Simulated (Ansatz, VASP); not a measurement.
Given: the input of a run of VASP 6.6.1 on Si.

The input INCAR:

```
SYSTEM = Si
  PREC = Accurate
  ENCUT = 600
  EDIFF = 1E-6
  ISMEAR = -1
  SIGMA = 0.05
  LREAL = .FALSE.
  LASPH = .TRUE.
  NELM = 60
  ALGO = Normal
  ISIF = 3
  LWAVE = .FALSE.
  LCHARG = .FALSE.
  GGA = RE
  IBRION = 2
  NSW = 80
  EDIFFG = -0.005
```

KPOINTS

```
regular mesh
0
G
  8 8 8
  0 0 0
```

The input POSCAR:

```
Si
1.0
    0.0000000000      2.7218511865      2.7218511865
    2.7218511865      0.0000000000      2.7218511865
    2.7218511865      2.7218511865      0.0000000000
Si
2
Direct
    0.5000000000      0.5000000000      0.5000000000
    0.7500000000      0.7500000000      0.7500000000
```

Potentials or basis: VASP PAW PBE potentials, release 64 (Si).

Command:

```sh
$ cat potpaw_PBE.64/Si/POTCAR > POTCAR
$ mpirun -np 1 vasp_std > vasp.out
```

Question: Set up the same calculation for Ansatz 0.2.0. Potentials there: all-electron LAPW, scalar-relativistic.

Answer: As run (the cutoff follows the program's own potentials):

File input.yaml:

```yaml
crystal:
  lattice:
    - [0.0, 2.7218511865, 2.7218511865]
    - [2.7218511865, 0.0, 2.7218511865]
    - [2.7218511865, 2.7218511865, 0.0]
  atoms:
    - { symbol: Si, position: [0.5, 0.5, 0.5] }
    - { symbol: Si, position: [0.75, 0.75, 0.75] }
kpoints:
  mp_grid: { grid: [8, 8, 8] }
scf:
  occupations: { method: fermi_dirac, width: 0.05 }
hamiltonian:
  xc: revpbe
  pseudopotentials: { kind: all_electron, lapw: { basis_error: 0.001 } }
output:
  forces: true
  stress: true
relax:
  f_tol: 0.005
  max_steps: 60
  cell: {}
```

Potentials or basis: all-electron LAPW, scalar-relativistic.

The run is started by

```bash
$ ansatz run input.yaml --threads 1 --pin off --max-ram 3072MiB --backend cpu --events-out ev --progress --plain --runs-dir out
```

Both were run:

|  | VASP | Ansatz | Ansatz less VASP |
| --- | --- | --- | --- |
| relaxed volume (Å³/atom) | 20.68 | 20.72 | +0.034 |
| relaxed cell length with the largest relative difference (Å) | 3.882 | 3.884 | +0.0021 |
| energy change over the relaxation (meV/atom) | -4 | -4 | -0.6 |

Ansatz ran all-electron here, so the differences hold the error of VASP's frozen core and of both bases.

Caveats: the PAW data sets were made with another functional, which shifts forces and pressure a little (VASP). A k mesh can miss the band edges.
